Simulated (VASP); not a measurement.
# Sr (Im-3m) in VASP: notebook

The runs below take Sr through electric field gradients, with r2SCAN.

Program: VASP 6.6.1. These are calculated values, not measurements. Logs are shortened: lines on timing, memory, paths and dates and some standing lists are left out, and cuts for length are marked.

## Step 1: The undisturbed crystal

Symmetry: Im-3m, No. 229, cubic system. Conventional cell: a = 4.804 Å, b = 4.804 Å, c = 4.804 Å, α = 90.00°, β = 90.00°, γ = 90.00°. Sr (site symmetry m-3m) is surrounded by 8 Sr at 4.16 Å.

This isn't the form of Sr at room conditions, which is fcc.

## Step 2: Electric field gradients, r2SCAN (z stretched by -4 % at fixed volume, crystal datasets)

POSCAR

```
Sr
1.0
   -2.4517490801      2.4517490801      2.3061251417
    2.4517490801     -2.4517490801      2.3061251417
    2.4517490801      2.4517490801     -2.3061251417
Sr
1
Direct
    0.0000000000      0.0000000000      0.0000000000
```

INCAR.step1

```
  ALGO = Normal
  EDIFF = 1E-4
  ENCUT = 520
  GGA = PE
  ISMEAR = -1
  LASPH = True
  LCHARG = False
  LREAL = False
  LWAVE = True
  NBANDS = 11
  NELM = 100
  PREC = Accurate
  SIGMA = 0.05
```

INCAR.step2

```
  ALGO = Normal
  EDIFF = 1E-8
  ENCUT = 520
  ISIF = 2
  ISMEAR = -1
  ISTART = 1
  LASPH = True
  LCHARG = False
  LEFG = True
  LMIXTAU = True
  LREAL = False
  LWAVE = False
  METAGGA = R2SCAN
  NBANDS = 11
  NELM = 100
  PREC = Accurate
  SIGMA = 0.05
```

KPOINTS

```
k-points
0
Gamma
  10 10 10
```

Potentials or basis: VASP PAW PBE potentials, release 64 (Sr_sv).

On the command line:

```sh
> cat potpaw_PBE.64/Sr_sv/POTCAR > POTCAR
> cp INCAR.step1 INCAR
> mpirun -np 1 vasp_std > vasp.out
> cp INCAR.step2 INCAR
> mpirun -np 1 vasp_std > vasp.out
```

OUTCAR:

```text
EDIFF = 1E-8
   ENCUT = 520
   ISIF = 2
   ISMEAR = -1
   ISTART = 1
   LASPH = True
   LREAL = False
   METAGGA = R2SCAN
   NELM = 100
   PREC = Accurate

 ion  position               nearest neighbor table
   1  0.000  0.000  0.000-

  LATTYP: Found a body centered tetragonal cell.
 ALAT       =     4.9034981602
 C/A-ratio  =     0.9406040612

  Lattice vectors:

 A1 = (  -2.4517490801,   2.4517490801,   2.3061251417)
 A2 = (   2.4517490801,  -2.4517490801,   2.3061251417)
 A3 = (   2.4517490801,   2.4517490801,  -2.3061251417)

Analysis of symmetry for initial positions (statically):
=====================================================================
 Subroutine PRICEL returns:
 Original cell was already a primitive cell.

 Routine SETGRP: Setting up the symmetry group for a
 body centered tetragonal supercell.

 Subroutine GETGRP returns: Found 16 space group operations
 (whereof 16 operations were pure point group operations)
 out of a pool of 16 trial point group operations.

The static configuration has the point symmetry D_4h.

Analysis of symmetry for dynamics (positions and initial velocities):
=====================================================================
 Subroutine PRICEL returns:
 Original cell was already a primitive cell.

 Routine SETGRP: Setting up the symmetry group for a
 body centered tetragonal supercell.

 Subroutine GETGRP returns: Found 16 space group operations
 (whereof 16 operations were pure point group operations)
 out of a pool of 16 trial point group operations.

The dynamic configuration has the point symmetry D_4h.

 Subroutine INISYM returns: Found 16 space group operations
 (whereof 16 operations are pure point group operations),
 and found     1 'primitive' translations

----------------------------------------------------------------------------------------

                                     Primitive cell

  volume of cell :      55.4492

  direct lattice vectors                    reciprocal lattice vectors
    -2.451749080  2.451749080  2.306125142     0.000000000  0.203936041  0.216813906
     2.451749080 -2.451749080  2.306125142     0.203936041  0.000000000  0.216813906
     2.451749080  2.451749080 -2.306125142     0.203936041  0.203936041  0.000000000

  length of vectors
     4.164175822  4.164175822  4.164175822     0.297654462  0.297654462  0.288409115

  position of ions in fractional coordinates (direct lattice)
     0.000000000  0.000000000  0.000000000

  ion indices of the primitive-cell ions
   primitive index   ion index
                 1           1

----------------------------------------------------------------------------------------

 KPOINTS: k-points

Automatic generation of k-mesh.
 Grid dimensions read from file:
 generate k-points for:   10   10   10

 Generating k-lattice:

  Cartesian coordinates                     Fractional coordinates (reciprocal lattice)
     0.000000000  0.020393604  0.021681391     0.100000000  0.000000000  0.000000000
     0.020393604  0.000000000  0.021681391     0.000000000  0.100000000  0.000000000
     0.020393604  0.020393604  0.000000000     0.000000000  0.000000000  0.100000000

  Length of vectors
     0.029765446  0.029765446  0.028840911

  Shift w.r.t. Gamma in fractional coordinates (k-lattice)
     0.000000000  0.000000000  0.000000000

 Subroutine IBZKPT returns following result:
 ===========================================

 Found    102 irreducible k-points:

 Following reciprocal coordinates:
            Coordinates               Weight
  0.000000  0.000000  0.000000      1.000000
  0.100000  0.000000  0.000000      8.000000
  0.200000  0.000000  0.000000      8.000000
  0.300000  0.000000 -0.000000      8.000000
  0.400000  0.000000  0.000000      8.000000
  0.500000  0.000000  0.000000      4.000000
[... 16 lines left out ...]
  0.300000  0.300000 -0.000000      8.000000
  0.400000  0.300000  0.000000     16.000000
 [... further k-points ...]
   k-points           NKPTS =    102   k-points in BZ     NKDIM =    102   number of bands    NBANDS=     11
   number of dos      NEDOS =    301   number of ions     NIONS =      1
   total plane-waves  NPLWV =  32768
   dimension x,y,z NGX =    32 NGY =   32 NGZ =   32
   dimension x,y,z NGXF=    64 NGYF=   64 NGZF=   64
   ions per type =               1
   NGX,Y,Z   is equivalent  to a cutoff of  12.78, 12.78, 12.78 a.u.
   NGXF,Y,Z  is equivalent  to a cutoff of  25.55, 25.55, 25.55 a.u.
 SYSTEM =  unknown system
   PREC   = accura    normal or accurate (medium, high low for compatibility)
   ISTART =      1    job   : 0-new  1-cont  2-samecut
   ICHARG =      0    charge: 1-file 2-atom 10-const
   ISPIN  =      1    spin polarized calculation?
   LNONCOLLINEAR =      F non collinear calculations
   LSORBIT =      F    spin-orbit coupling
   LASPH  =      T    aspherical Exc in radial PAW
   ENCUT  =  520.0 eV  38.22 Ry    6.18 a.u.   7.74  7.74  7.74*2*pi/ulx,y,z
   NELM   =    100;   NELMIN=  2; NELMDL=  0     # of ELM steps
   EDIFF  = 0.1E-07   stopping-criterion for ELM
   LREAL  =      F    real-space projection
   EDIFFG = 0.1E-06   stopping-criterion for IOM
   NSW    =      0    number of steps for IOM
   IBRION =     -1    ionic relax: 0-MD 1-quasi-New 2-CG
   NFREE  =      0    steps in history (QN), initial steepest desc. (CG)
   ISIF   =      2    stress and relaxation
   ISYM   =      2    0-nonsym 1-usesym 2-fastsym
   POTIM  = 0.5000    time-step for ionic-motion
   TEBEG  =    0.0;   TEEND  =   0.0 temperature during run
   PSTRESS=    0.0 pullay stress
   NELECT =      10.0000    total number of electrons
   NUPDOWN=      -1.0000    fix difference up-down
   EMIN   =  10.00;   EMAX   =-10.00  energy-range for DOS
   EFERMI =   0.00;   METHOD = LEGACY
   ISMEAR =    -1;   SIGMA  =   0.05  broadening in eV -4-tet -1-fermi 0-gaus
   EFERMI_NEDOS =   21; number of points for ismear=-14 and -15
   IALGO  =     38    algorithm
   IMIX   =      4    mixing-type and parameters
     AMIX     =   0.40;   BMIX     =  1.00
     AMIX_MAG =   1.60;   BMIX_MAG =  1.00
  volume/ion in A,a.u.               =      55.45       374.19
  Fermi-wavevector in a.u.,A,eV,Ry     =   0.924932  1.747868 11.639776  0.855499
  Thomas-Fermi vector in A             =   2.050732
   LORBIT       =      0    0 simple, 1 ext, 2 COOP (PROOUT), +10 PAW based schemes
   METAGGA = R2SCAN    functional components
   LHFCALC =     F    Hartree Fock is set to
   AEXX    =    0.0000 exact exchange contribution
   IVDW    =     0    specifies the selected vdW correction
   LEPSILON=     F    determine dielectric tensor
   LRPA    =     F    only Hartree local field effects (RPA)
 non-spin polarized calculation
  energy-cutoff  :      520.00
  volume of cell :       55.45
 maximum number of plane-waves:      1509
   NGX = 15   NGY = 15   NGZ = 15

 number of electron      10.0000000 magnetization

 Free energy of the ion-electron system (eV)
  ---------------------------------------------------
  ext. energy  EPLUGINS =         0.00000000
  ---------------------------------------------------
  free energy    TOTEN  =       -15.09549020 eV

  energy without entropy =      -15.08484331  energy(sigma->0) =      -15.09016676

 E-fermi :   1.5983     XC(G=0):  -7.7592

 val. band max:        1.5964773900   @ k =  -0.4000  -0.4000   0.1000
 cond. band min:       1.5987730030   @ k =   0.4000   0.4000   0.0000
 fundamental gap:      0.0022956131
 Fermi energy:         1.5983315698

 k-point     1 :       0.0000    0.0000    0.0000
  band No.  band energies     occupation
      1     -36.4567      2.00000
      2     -17.7223      2.00000
      3     -17.7134      2.00000
      4     -17.7134      2.00000
      5      -2.2324      2.00000
      6       4.0800      0.00000
      7       4.4618      0.00000
      8       4.4618      0.00000
      9       5.3792      0.00000
     10       5.9175      0.00000
     11       9.9246      0.00000

 k-point     2 :       0.1000    0.0000    0.0000
  band No.  band energies     occupation
      1     -36.4552      2.00000
      2     -17.7388      2.00000
      3     -17.7199      2.00000
      4     -17.7170      2.00000
      5      -2.0509      2.00000
      6       4.0239      0.00000
      7       4.2999      0.00000
      8       4.5045      0.00000
      9       5.3438      0.00000
     10       5.7405      0.00000
     11      10.2605      0.00000

 k-point     3 :       0.2000    0.0000    0.0000
  band No.  band energies     occupation
      1     -36.4511      2.00000
      2     -17.7889      2.00000
      3     -17.7368      2.00000
      4     -17.7191      2.00000
      5      -1.5306      2.00000
      6       3.6811      0.00000
      7       3.6848      0.00000
      8       4.9414      0.00000
      9       5.4357      0.00000
     10       5.6247      0.00000
     11      10.2137      0.00000

 k-point     4 :       0.3000    0.0000   -0.0000
  band No.  band energies     occupation
      1     -36.4461      2.00000
      2     -17.8503      2.00000
      3     -17.7576      2.00000
      4     -17.7209      2.00000
      5      -0.7485      2.00000
      6       2.8999      0.00000
      7       3.2889      0.00000
      8       5.6136      0.00000
      9       5.7235      0.00000
     10       5.7765      0.00000
     11       9.1968      0.00000
[... 239 lines left out ...]
 k-point    22 :      -0.2000    0.2000    0.0000
  band No.  band energies     occupation
      1     -36.4515      2.00000
      2     -17.7839      2.00000
      3     -17.7425      2.00000
      4     -17.7116      2.00000
      5      -1.5746      2.00000
      6       3.4661      0.00000
      7       3.9994      0.00000
      8       5.0691      0.00000
      9       5.1137      0.00000
     10       5.8128      0.00000
     11      10.2039      0.00000

 k-point    23 :       0.3000    0.3000   -0.0000
  band No.  band energies     occupation
      1     -36.4390      2.00000
      2     -17.8761      2.00000
      3     -17.8277      2.00000
      4     -17.7435      2.00000
      5       1.4506      1.90104
      6       1.8727      0.00825
      7       2.2690      0.00000
      8       5.5727      0.00000
      9       6.1643      0.00000
     10       6.4598      0.00000
     11       7.9796      0.00000

 k-point    24 :       0.4000    0.3000    0.0000
  band No.  band energies     occupation
      1     -36.4392      2.00000
      2     -17.8692      2.00000
      3     -17.8339      2.00000
      4     -17.7394      2.00000
      5       1.3138      1.99327
      6       1.9421      0.00206
      7       2.3128      0.00000
      8       5.6962      0.00000
      9       5.7705      0.00000
     10       6.6721      0.00000
     11       7.9397      0.00000

 [... further k-points ...]

------------------------ aborting loop because EDIFF is reached ----------------------------------------

  FORCE on cell =-STRESS in cart. coord.  units (eV):
  Direction    XX          YY          ZZ          XY          YZ          ZX
  --------------------------------------------------------------------------------------
  -------------------------------------------------------------------------------------
  Total        0.0282682      0.0282682      0.0784797      0.0000000     -0.0000000      0.0000000
  in kB        0.8167953      0.8167953      2.2676343      0.0000000     -0.0000000      0.0000000
  external PRESSURE =       1.3004083 kB  Pullay stress =       0.0000000 kB

 VOLUME and BASIS-vectors are now :
 -----------------------------------------------------------------------------
  energy-cutoff  :      520.00
  volume of cell :       55.45
      direct lattice vectors                 reciprocal lattice vectors
    -2.451749080  2.451749080  2.306125142     0.000000000  0.203936041  0.216813906
     2.451749080 -2.451749080  2.306125142     0.203936041  0.000000000  0.216813906
     2.451749080  2.451749080 -2.306125142     0.203936041  0.203936041  0.000000000

 POSITION                                       TOTAL-FORCE (eV/Angst)
 -----------------------------------------------------------------------------------
      0.00000      0.00000      0.00000        -0.000000      0.000000      0.000000
 -----------------------------------------------------------------------------------
    total drift:                                0.000000      0.000000     -0.000000

  FREE ENERGIE OF THE ION-ELECTRON SYSTEM (eV)
  ---------------------------------------------------
  free  energy   TOTEN  =       -15.0954902031 eV

  energy  without entropy=      -15.0848433125  energy(sigma->0) =      -15.09016676

 Electric field gradients (V/A^2)
---------------------------------------------------------------------
 ion       V_xx      V_yy      V_zz      V_xy      V_xz      V_yz
---------------------------------------------------------------------
   1      -2.772    -2.772     5.544    -0.000    -0.000    -0.000
---------------------------------------------------------------------

 Electric field gradients after diagonalization (V/A^2)
 (convention: |V_zz| > |V_xx| > |V_yy|)
----------------------------------------------------------------------
 ion       V_xx      V_yy      V_zz     asymmetry (V_yy - V_xx)/ V_zz
----------------------------------------------------------------------
   1      -2.772    -2.772     5.544       0.000
----------------------------------------------------------------------

           NMR quadrupolar parameters

 Cq : quadrupolar parameter    Cq=e*Q*V_zz/h
 eta: asymmetry parameters     (V_yy - V_xx)/ V_zz
 Q  : nuclear electric quadrupole moment in mb (millibarn)
----------------------------------------------------------------------
 ion       Cq(MHz)       eta       Q (mb)
----------------------------------------------------------------------
   1       0.013       0.000       1.000
----------------------------------------------------------------------
```

Wall time 3.6 min (1 thread of AMD EPYC 7R13 (Zen 3), shared host); peak memory 0.2 GiB.

What came out:

| Property | Result |
| --- | --- |
| Free energy | -15.0955 eV |
| Pressure | 0.1 GPa |
| Band gap on the k mesh | none (metal or under the smearing width) |

Stress tensor (GPa, compression positive):
```
0.08 0.00 0.00
0.00 0.08 0.00
0.00 0.00 0.23
```

Electric field gradients, principal values (V/Å²):
```
atom     Vxx     Vyy    Vzz
1 Sr  -2.772  -2.772  5.544
```

Caveat: the PAW data sets were made with another functional, which shifts forces and pressure a little.

## Step 3: Electric field gradients, r2SCAN (z stretched by -4 % at fixed volume)

POSCAR is that of step 2.

INCAR.step1

```
PREC = Accurate ; ENCUT = 520
ISMEAR = -1 ; SIGMA = 0.05
LREAL = False ; LASPH = True
NELM = 100 ; NBANDS = 11
GGA = PE ; ALGO = Normal
EDIFF = 1E-4 ; LWAVE = True
LCHARG = False
```

INCAR.step2

```
PREC = Accurate ; ENCUT = 520
EDIFF = 1E-8 ; ISMEAR = -1
SIGMA = 0.05 ; LREAL = False
LASPH = True ; NELM = 100
ALGO = Normal ; ISIF = 2
LWAVE = False ; LCHARG = False
METAGGA = R2SCAN ; LMIXTAU = True
LEFG = True ; NBANDS = 11
ISTART = 1
```

KPOINTS

```
Automatic mesh
0
Gamma
  10 10 10
```

Potentials or basis: VASP PAW PBE potentials, release 64 (Sr_sv).

On the command line:

```sh
> cat potpaw_PBE.64/Sr_sv/POTCAR > POTCAR
> cp INCAR.step1 INCAR
> mpirun -np 1 vasp_std > vasp.out
> cp INCAR.step2 INCAR
> mpirun -np 1 vasp_std > vasp.out
```

OUTCAR:

```text
PREC = Accurate
   ENCUT = 520
   EDIFF = 1E-8
   ISMEAR = -1
   LREAL = False
   LASPH = True
   NELM = 100
   ISIF = 2
   METAGGA = R2SCAN
   ISTART = 1

 ion  position               nearest neighbor table
   1  0.000  0.000  0.000-

  LATTYP: Found a body centered tetragonal cell.
 ALAT       =     4.9034981602
 C/A-ratio  =     0.9406040612

  Lattice vectors:

 A1 = (  -2.4517490801,   2.4517490801,   2.3061251417)
 A2 = (   2.4517490801,  -2.4517490801,   2.3061251417)
 A3 = (   2.4517490801,   2.4517490801,  -2.3061251417)

Analysis of symmetry for initial positions (statically):
=====================================================================
 Subroutine PRICEL returns:
 Original cell was already a primitive cell.

 Routine SETGRP: Setting up the symmetry group for a
[... 519 lines left out ...]
  external PRESSURE =       1.3004083 kB  Pullay stress =       0.0000000 kB

 VOLUME and BASIS-vectors are now :
 -----------------------------------------------------------------------------
  energy-cutoff  :      520.00
  volume of cell :       55.45
      direct lattice vectors                 reciprocal lattice vectors
    -2.451749080  2.451749080  2.306125142     0.000000000  0.203936041  0.216813906
     2.451749080 -2.451749080  2.306125142     0.203936041  0.000000000  0.216813906
     2.451749080  2.451749080 -2.306125142     0.203936041  0.203936041  0.000000000

 POSITION                                       TOTAL-FORCE (eV/Angst)
 -----------------------------------------------------------------------------------
      0.00000      0.00000      0.00000        -0.000000      0.000000      0.000000
 -----------------------------------------------------------------------------------
    total drift:                                0.000000      0.000000     -0.000000

  FREE ENERGIE OF THE ION-ELECTRON SYSTEM (eV)
  ---------------------------------------------------
  free  energy   TOTEN  =       -15.0954902031 eV

  energy  without entropy=      -15.0848433125  energy(sigma->0) =      -15.09016676

 Electric field gradients (V/A^2)
---------------------------------------------------------------------
 ion       V_xx      V_yy      V_zz      V_xy      V_xz      V_yz
---------------------------------------------------------------------
   1      -2.772    -2.772     5.544    -0.000    -0.000    -0.000
---------------------------------------------------------------------

 Electric field gradients after diagonalization (V/A^2)
 (convention: |V_zz| > |V_xx| > |V_yy|)
----------------------------------------------------------------------
 ion       V_xx      V_yy      V_zz     asymmetry (V_yy - V_xx)/ V_zz
----------------------------------------------------------------------
   1      -2.772    -2.772     5.544       0.000
----------------------------------------------------------------------

           NMR quadrupolar parameters

 Cq : quadrupolar parameter    Cq=e*Q*V_zz/h
 eta: asymmetry parameters     (V_yy - V_xx)/ V_zz
 Q  : nuclear electric quadrupole moment in mb (millibarn)
----------------------------------------------------------------------
 ion       Cq(MHz)       eta       Q (mb)
----------------------------------------------------------------------
   1       0.013       0.000       1.000
----------------------------------------------------------------------
```

OUTCAR.step1:

```text
PREC = Accurate
   ENCUT = 520
   ISMEAR = -1
   LREAL = False
   LASPH = True
   NELM = 100
[... 552 lines left out ...]
 POSITION                                       TOTAL-FORCE (eV/Angst)
 -----------------------------------------------------------------------------------
      0.00000      0.00000      0.00000         0.000000      0.000000      0.000000
 -----------------------------------------------------------------------------------
    total drift:                                0.000000      0.000000     -0.000000

  FREE ENERGIE OF THE ION-ELECTRON SYSTEM (eV)
  ---------------------------------------------------
  free  energy   TOTEN  =        -1.6351391323 eV

  energy  without entropy=       -1.6251979921  energy(sigma->0) =       -1.63016856
```

Wall time 4.4 min (1 thread of AMD EPYC 7R13 (Zen 3), shared host); peak memory 0.2 GiB.

What came out:

| Property | Result |
| --- | --- |
| Free energy | -15.0955 eV |
| Pressure | 0.1 GPa |
| Band gap on the k mesh | none (metal or under the smearing width) |

Stress tensor (GPa, compression positive):
```
0.08 0.00 0.00
0.00 0.08 0.00
0.00 0.00 0.23
```

Electric field gradients, principal values (V/Å²):
```csv
atom,Vxx,Vyy,Vzz
1 Sr,-2.772,-2.772,5.544
```

Caveat: the PAW data sets were made with another functional, which shifts forces and pressure a little.
